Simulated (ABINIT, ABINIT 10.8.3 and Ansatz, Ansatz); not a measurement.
# SiC (P6_3mc): Bethe-Salpeter spectra with ABINIT

Wanted: excitons and ε₂ of SiC (P6_3mc), with cost.

Method: PBE and many-body steps on it, plane waves, in ABINIT 10.8.3 and Ansatz 0.2.0.

## 1. Starting point

It takes space group P6_3mc (No. 186, hexagonal). The conventional cell has a = 3.074 Å, b = 3.074 Å, c = 5.045 Å, α = 90.00°, β = 90.00°, γ = 120.00°. Nearest to Si lie 4 C at 1.88 to 1.90 Å. C has 4 Si at 1.88 to 1.90 Å nearest. Farther neighbours are not listed.

As a file:

```cif
data_structure
_symmetry_space_group_name_H-M 'P6_3mc'
_symmetry_Int_Tables_number 186
_cell_length_a 3.0735
_cell_length_b 3.0735
_cell_length_c 5.0452
_cell_angle_alpha 90.000
_cell_angle_beta 90.000
_cell_angle_gamma 120.000
_cell_volume 41.27
loop_
_atom_site_label
_atom_site_type_symbol
_atom_site_symmetry_multiplicity
_atom_site_Wyckoff_symbol
_atom_site_fract_x
_atom_site_fract_y
_atom_site_fract_z
_atom_site_occupancy
Si1 Si 2 b 0.33333 0.66667 0.49960 1
C1 C 2 b 0.33333 0.66667 0.87540 1
```

The cell and positions are those that the Materials Project relaxed with its own functionals (PBE, PBE+U or r2SCAN), kept fixed.

## 2. Empty states on the mesh, 6×6×4 mesh, 127 bands

This step: ABINIT 10.8.3; DFT, PBE, plane waves, norm-conserving pseudopotentials.

The sums over transitions need many empty states on a uniform mesh; this step solves for them.

Contents of run.abi:

```
acell 3*1.0 Angstrom
rprim 
  3.073513928196 0.000000000001 0.000000000000
  -1.536756964099 2.661741140703 0.000000000000
  0.000000000000 0.000000000000 5.045247710000
ntypat 2
znucl 14 6
natom 4
typat 1 1 2 2
xred 
  0.333333333333 0.666666666667 0.499602400000
  0.666666666667 0.333333333333 0.999602400000
  0.333333333333 0.666666666667 0.875397600000
  0.666666666667 0.333333333333 0.375397600000
pp_dirpath "pseudos"
pseudos "Si.upf, C.upf"
ecut 37
ngkpt 6 6 4
nshiftk 1
shiftk 0 0 0
kptopt 1
chksymbreak 0
irdden 1
istwfk *1
nband 127
prtvol 0
optdriver 6
gwr_task "HDIAGO"
paral_kgb 0
occopt 1
indata_prefix "in"
outdata_prefix "out"
tmpdata_prefix "tmp"
```

Launch:

```bash
OMP_NUM_THREADS=1 mpirun -n 8 abinit run.abi > log
```

The log of the run:

```text
.Version 10.8.3 of ABINIT. v10.8.2 released Aug 2026.

 Symmetries : space group P6_3 m c (#186); Bravais hP (primitive hexag.)
[... echo of the input left out ...]
== DATASET  1 ==================================================================
-   mpi_nproc: 8, omp_nthreads: 1 (-1 if OMP is not activated)

--- !DatasetInfo
iteration_state: {dtset: 1, }
dimensions: {natom: 4, nkpt: 21, mband: 127, nsppol: 1, nspinor: 1, nspden: 1, mpw: 3015, }
cutoff_energies: {ecut:  37.0, pawecutdg:  -1.0, }
[...]
Indirect band gap semiconductor
 Fundamental gap:     2.275 (eV)
   VBM:     7.012 (eV) at k: [ 0.0000E+00,  0.0000E+00,  0.0000E+00]
   CBM:     9.287 (eV) at k: [ 3.3333E-01,  3.3333E-01,  0.0000E+00]
 Direct gap:         3.985 (eV) at k: [ 5.0000E-01,  0.0000E+00,  0.0000E+00]

== END DATASET(S) ==============================================================
================================================================================

 -outvars: echo values of variables after computation  --------
           etotal      0.0000000000E+00
            nband         127
             nkpt          21
          spgroup         186
 [... the other variables as echoed above ...]

 Calculation completed.
```

It took 47 s on 8 MPI ranks of Arm Neoverse V2, shared host; peak memory 4.3 GiB.

Numbers from this step:

| Item | Value |
| --- | --- |
| gap | 2.275 eV |
| k of the valence top | 0, 0, 0 |
| k of the conduction bottom | 0.3333, 0.3333, 0 |
| least direct gap | 3.985 eV |
| k points computed | 21 |
| lowest point of the top converged band, above the valence top | 96.1246 eV |

On this mesh the gap is 2.275 eV.

The density comes from a self-consistent run that is not shown.

## 3. Screening, 6×6×4 mesh, 119 bands, screening to 179.6 eV

The RPA dielectric matrix is built and inverted for each q.

This step: RPA screening on PBE, plane waves, norm-conserving pseudopotentials.

run.abi: that of step 2 with these lines changed.

```diff
@@ -22,10 +22,11 @@
 chksymbreak 0
-irdden 1
 istwfk *1
-nband 127
-prtvol 0
-optdriver 6
-gwr_task "HDIAGO"
-paral_kgb 0
 occopt 1
+irdwfk 1
+optdriver 3
+nband 119
+ecuteps 6.6
+inclvkb 2
+awtr 1
+symchi 1
 indata_prefix "in"
```

The log of the run:

```text
.Version 10.8.3 of ABINIT. v10.8.2 released Aug 2026.

 Symmetries : space group P6_3 m c (#186); Bravais hP (primitive hexag.)
[... echo of the input left out ...]
== DATASET  1 ==================================================================
-   mpi_nproc: 8, omp_nthreads: 1 (-1 if OMP is not activated)

--- !DatasetInfo
iteration_state: {dtset: 1, }
dimensions: {natom: 4, nkpt: 21, mband: 119, nsppol: 1, nspinor: 1, nspden: 1, mpw: 3015, }
cutoff_energies: {ecut:  37.0, pawecutdg:  -1.0, }
[...]
--------------------------------------------------------------------------------
[... chi0 elements left out ...]
 For q-point:  0.000010 0.000020 0.000030
  dielectric constant =   6.8531
  dielectric constant without local fields =   7.5080

  Average fulfillment of the sum rule on Im[epsilon] for q-point    1 :     86.49  [%]
[... wings left out ...]
  q-point number  2        q = ( 0.166667, 0.000000, 0.000000) [r.l.u.]
--------------------------------------------------------------------------------
[... chi0 elements left out ...]
  Average fulfillment of the sum rule on Im[epsilon] for q-point    2 :     92.31  [%]

 [... 19 further q-points ...]
```

It took 50 s on 8 MPI ranks; peak memory 1.8 GiB.

Numbers from this step:

```yaml
eps_infinity_with_local_fields_on_this_mesh_along_the_program_s_q_direction: 6.853
the_same_without_local_fields: 7.508
plasma_frequency: 23.12 eV
plane_waves_in_the_screening_matrix: 245
```

Local fields lower ε∞ by 9 %.

## 4. Self-energy, 6×6×4 mesh, 119 bands, screening to 179.6 eV

The self-energy is evaluated for the states that the input lists, and the levels follow from it, in one-shot runs by the linearised quasiparticle equation.

This step: G0W0 on PBE, plane waves, norm-conserving pseudopotentials.

run.abi: that of step 3 with these lines changed.

```diff
@@ -25,8 +25,19 @@
 irdwfk 1
-optdriver 3
+optdriver 4
 nband 119
+gwcalctyp 0
+ecutsigx 37
+symsigma 1
+nkptgw 3
+kptgw 
+  0.0000000000 0.0000000000 0.0000000000
+  0.3333333333 0.3333333333 0.0000000000
+  0.5000000000 0.0000000000 0.0000000000
+bdgw 
+  7 10
+  6 10
+  7 10
 ecuteps 6.6
-inclvkb 2
-awtr 1
-symchi 1
+irdscr 1
+ppmodel 1
 indata_prefix "in"
```

The log of the run:

```text
.Version 10.8.3 of ABINIT. v10.8.2 released Aug 2026.

 Symmetries : space group P6_3 m c (#186); Bravais hP (primitive hexag.)
[... echo of the input left out ...]
== DATASET  1 ==================================================================
-   mpi_nproc: 8, omp_nthreads: 1 (-1 if OMP is not activated)

--- !DatasetInfo
iteration_state: {dtset: 1, }
dimensions: {natom: 4, nkpt: 21, mband: 119, nsppol: 1, nspinor: 1, nspden: 1, mpw: 3015, }
cutoff_energies: {ecut:  37.0, pawecutdg:  -1.0, }
[...]
Band     E0 <VxcDFT>   SigX SigC(E0)      Z dSigC/dE  Sig(E)    E-E0       E
[...]
9   9.798 -10.579  -6.048  -4.165   0.821  -0.218 -10.279   0.300  10.099
       10  11.240 -11.760  -6.959  -4.234   0.810  -0.235 -11.301   0.459  11.699

== END DATASET(S) ==============================================================
================================================================================

 -outvars: echo values of variables after computation  --------
           etotal      0.0000000000E+00
            nband         119
             nkpt          21
          spgroup         186
 [... the other variables as echoed above ...]

 Calculation completed.
```

It took 16 s on 8 MPI ranks; peak memory 1.9 GiB; 2.1 min of CPU time.

Numbers from this step:

| Quantity | Value |
| --- | --- |
| G0W0 gap on the points computed | 2.917 eV |
| starting gap on the mesh | 2.275 eV |
| k of the valence top | 0, 0, 0 |
| k of the conduction bottom | 0.3333, 0.3333, 0 |
| least direct G0W0 gap on the computed points | 4.857 eV |

The gap on the mesh goes from 2.28 eV to 2.92 eV, a correction of +0.64 eV.

The gap opens by 0.642 eV; the next steps shift the empty bands rigidly by 0.642 eV. The least direct G0W0 gap is 4.857 eV, so this shift leaves the direct transitions −0.23 eV off.

## 5. Beyond Tamm-Dancoff

Light makes an electron and a hole together. The Bethe-Salpeter equation adds their screened attraction and their exchange, in a window of bands around the gap.

This step: Bethe-Salpeter equation on PBE with a scissors shift, plane waves, norm-conserving pseudopotentials.

run.abi: that of step 4 with these lines changed.

```diff
@@ -25,19 +25,17 @@
 irdwfk 1
-optdriver 4
-nband 119
-gwcalctyp 0
-ecutsigx 37
-symsigma 1
-nkptgw 3
-kptgw 
-  0.0000000000 0.0000000000 0.0000000000
-  0.3333333333 0.3333333333 0.0000000000
-  0.5000000000 0.0000000000 0.0000000000
-bdgw 
-  7 10
-  6 10
-  7 10
-ecuteps 6.6
+optdriver 99
+bs_calctype 1
+mbpt_sciss 0.642 eV
+bs_loband 7
+nband 11
+bs_exchange_term 1
+bs_coulomb_term 11
+bs_coupling 1
+bs_algorithm 1
+bs_freq_mesh 0 9 0.05 eV
+zcut 0.15 eV
+ecuteps 4
+ecutwfn 18.5
+inclvkb 2
 irdscr 1
-ppmodel 1
 indata_prefix "in"
```

The log of the run:

```text
.Version 10.8.3 of ABINIT. v10.8.2 released Aug 2026.

 Symmetries : space group P6_3 m c (#186); Bravais hP (primitive hexag.)
[... echo of the input left out ...]
== DATASET  1 ==================================================================
-   mpi_nproc: 8, omp_nthreads: 1 (-1 if OMP is not activated)

--- !DatasetInfo
iteration_state: {dtset: 1, }
dimensions: {natom: 4, nkpt: 21, mband: 11, nsppol: 1, nspinor: 1, nspden: 1, mpw: 1099, }
cutoff_energies: {ecut:  18.5, pawecutdg:  -1.0, }
electrons: {nelect:   1.60000000E+01, charge:   0.00000000E+00, occopt:   1.00000000E+00, tsmear:   1.00000000E-02, }

 Exciton: Calculation of dielectric properties by solving the Bethe-Salpeter equation
 in frequency domain and reciprocal space on a transitions basis set.
 Based on a program developed by L. Reining, V. Olevano, F. Sottile,
 S. Albrecht, and G. Onida. Incorporated in ABINIT by M. Giantomassi.

.Using double precision arithmetic ; gwpc =  8

[... cell and pseudopotentials left out ...]
--------------------------------------------------------------------------------

 ==== K-mesh for the wavefunctions ====
 Number of points in the irreducible wedge :    21
[... list of points left out ...]
 Together with 12 symmetry operations and time-reversal symmetry
 yields   144 points in the full Brillouin Zone.

 ==== Q-mesh for the screening function ====
 Number of points in the irreducible wedge :    21
[... list of points left out ...]
 Together with 12 symmetry operations and time-reversal symmetry
 yields   144 points in the full Brillouin Zone.

 vcoul_init : cutoff-mode = AUXILIARY_FUNCTION
 q-points for optical limit:   1
     1)      0.000010    0.000020    0.000030
 setmesh: FFT mesh size selected  =    18x   18x   30
          total number of points  =         9720

 ==== Fundamental parameters for the solution of the Bethe-Salpeter equation: ====
 Algorithm: Direct diagonalization.
 Dimension of the v, W matrices,  npweps  = 111
 Cutoff for the wavefunctions,    npwwfn  = 1099
 Number of k-points in the IBZ,   nkibz   = 21
 Highest empty band included,     nband   = 11
 === Spin UP ===
 Number of resonant transitions          864
 Lowest occupied state                   7
 Highest occupied state                  8
 Lowest unoccupied state                 9
 Highest unoccupied state                11
 Minimum frequency [eV]           Emin    =   0.00
 Maximum frequency [eV]           Emax    =   9.00
 Frequency step [eV]              dE      =   0.05
 Lorentzian broadening [eV]       eta     =   0.15
 RPA L0 with KS energies and KS wavefunctions
 Scissors operator energy [eV] =          0.64
 Local fields effects (v term) included
 Excitonic effects (W term) included
 Full W_GG' included
 W is read from an external SCR file
 Resonant + Coupling calculation

 Calculating epsilon_Macro(q-->0,w), along the following directions:
 q = (  0.800543  0.000000  0.000000) [r.l.u.]
 q = (  0.000000  0.800543  0.000000) [r.l.u.]
 q = (  0.000000  0.000000  1.517405) [r.l.u.]
 q = (  0.924388 -0.462194  0.000000) [r.l.u.]
 q = (  0.000000  0.800543  0.000000) [r.l.u.]
 q = (  0.000000  0.000000  1.517405) [r.l.u.]
 Number of electrons calculated from density =   15.9967; Expected =   16.0000
 average of density, n =  0.057431
 r_s =    1.6079
 omega_plasma =   23.1169 [eV]

. Writing resonant excitonic Hamiltonian on file out_BSR; file size=   0.01 [Gb].
. Writing coupling excitonic Hamiltonian on file out_BSC; file size=   0.01 [Gb].
. Direct diagonalization of the full excitonic Hamiltonian, Matrix size= 1728
. Using LAPACK sequential version to solve FHv = ev with H positive definite.
 First excitonic eigenvalue:    4.29 [eV].
 Last  excitonic eigenvalue:   13.26 [eV].

 GW  direct gap       4.63  0.00 [eV]
 EXC direct gap       4.29  0.00 [eV]
 EXC binding energy   0.34  0.00 [eV]

 Excitonic eigenvalues up to the GW energy gap [eV]
865 (  4.29  0.00)
866 (  4.29  0.00)
867 (  4.30  0.00)
868 (  4.58  0.00)
869 (  4.59  0.00)
870 (  4.59  0.00)
871 (  4.61  0.00)
872 (  4.61  0.00)
873 (  4.62  0.00)

 Macroscopic dielectric function:
 omega [eV] <KS_RPA_nlf>  <GW_RPA_nlf>  <BSE>
   0.0000   4.1670   0.0000   3.8827   0.0000   4.0904   0.0000
   0.0500   4.1671   0.0012   3.8829   0.0009   4.0906   0.0011
   0.1000   4.1677   0.0023   3.8833   0.0017   4.0911   0.0022
   0.1500   4.1687   0.0035   3.8840   0.0026   4.0920   0.0033
   0.2000   4.1700   0.0046   3.8850   0.0034   4.0933   0.0044
   0.2500   4.1718   0.0058   3.8863   0.0043   4.0949   0.0055
   0.3000   4.1739   0.0070   3.8879   0.0052   4.0969   0.0066
   0.3500   4.1764   0.0081   3.8898   0.0060   4.0993   0.0077
   0.4000   4.1793   0.0093   3.8919   0.0069   4.1021   0.0088
   0.4500   4.1826   0.0105   3.8944   0.0078   4.1052   0.0099

 Writing KS-RPA macroscopic dielectric function without local fields to file: out_RPA_NLF_MDF
 Writing GW-RPA macroscopic dielectric function without local fields to file: out_GW_NLF_MDF
 Writing EXC Macroscopic dielectric function to file: out_EXC_MDF

== END DATASET(S) ==============================================================
================================================================================

 -outvars: echo values of variables after computation  --------
           etotal      0.0000000000E+00
            nband          11
             nkpt          21
          spgroup         186
 [... the other variables as echoed above ...]

 Calculation completed.
```

Wall time 35 s (8 MPI ranks); peak memory 0.7 GiB.

Numbers from this step:

```yaml
direct_gap_of_the_transition_levels: 4.627 eV
transitions_in_the_window: 864
lowest_state: 4.29 eV
binding_of_the_lowest_state_below_the_direct_gap: 0.3368 eV
coulomb_term_of_one_mesh_cell: 0.3294 eV
```

The binding is 1.0 times the screened Coulomb term of one mesh cell (0.33 eV), so it is not shown settled.

The lowest state lies at 4.290 eV, 0.337 eV under the direct gap.

The ε₂ has structure finer than the step of the table below, so its rows give means over 0.5 eV, whole bins alone (the curve runs from 0 to 9 eV). Peaks (eV: height): BSE 5.20: 5.35, 6.15: 17.0, 6.65: 12.4; no electron-hole interaction 6.55: 14.9, 7.15: 14.2, 8.75: 8.52; Kohn-Sham, no shift 5.90: 14.9, 6.50: 14.2, 8.15: 8.46.

Mean over the three Cartesian directions of q; broadening 0.15 eV; transition window only. Limits: finite bands, cutoff and mesh; exciton not shown settled in the k mesh. ε₂ against photon energy; means over each step:

| photon energy (eV) | BSE | no electron-hole interaction | Kohn-Sham, no shift |
| --- | --- | --- | --- |
| 0.5 | 0.0111 | 0.00871 | 0.0117 |
| 1.0 | 0.0231 | 0.0180 | 0.0244 |
| 1.5 | 0.0371 | 0.0286 | 0.0393 |
| 2.0 | 0.0546 | 0.0414 | 0.0582 |
| 2.5 | 0.0783 | 0.0578 | 0.0842 |
| 3.0 | 0.113 | 0.0805 | 0.124 |
| 3.5 | 0.170 | 0.114 | 0.192 |
| 4.0 | 0.282 | 0.171 | 0.347 |
| 4.5 | 0.611 | 0.288 | 1.16 |
| 5.0 | 2.97 | 0.735 | 2.95 |
| 5.5 | 4.15 | 2.86 | 5.91 |
| 6.0 | 13.6 | 3.76 | 12.0 |
| 6.5 | 11.8 | 12.0 | 12.5 |
| 7.0 | 9.31 | 12.1 | 7.28 |
| 7.5 | 5.63 | 8.68 | 6.91 |
| 8.0 | 5.87 | 6.72 | 7.49 |
| 8.5 | 4.60 | 7.25 | 3.57 |

(Part 1 of 3 ends here.)

[Paths, hosts, dates, memory and timing lines, banners, echoed tables and standing remarks are left out of the program output.]

[Logs are printed without paths, hosts, clocks, repeated set-up lines and the standing remarks that a program may print on its own settings, such as how far it seeks lower states.]

[Runs of the session that timed out or met a known fault of the program may be left out.]

[Hosts, paths, dates, database ids (printed as entryN), source tags and the programs' standing remarks are cut or masked in the printed files.]

[G0W0 gaps are taken among the corrected bands and points alone; a level outside them can change the order at an edge.]

[Where Ansatz stands beside ABINIT at settings called matched, ABINIT's density can come from a denser mesh and the files from another edition; pairs whose starting gaps differed by over 0.03 eV were left out, so agreement reads better than it is.]
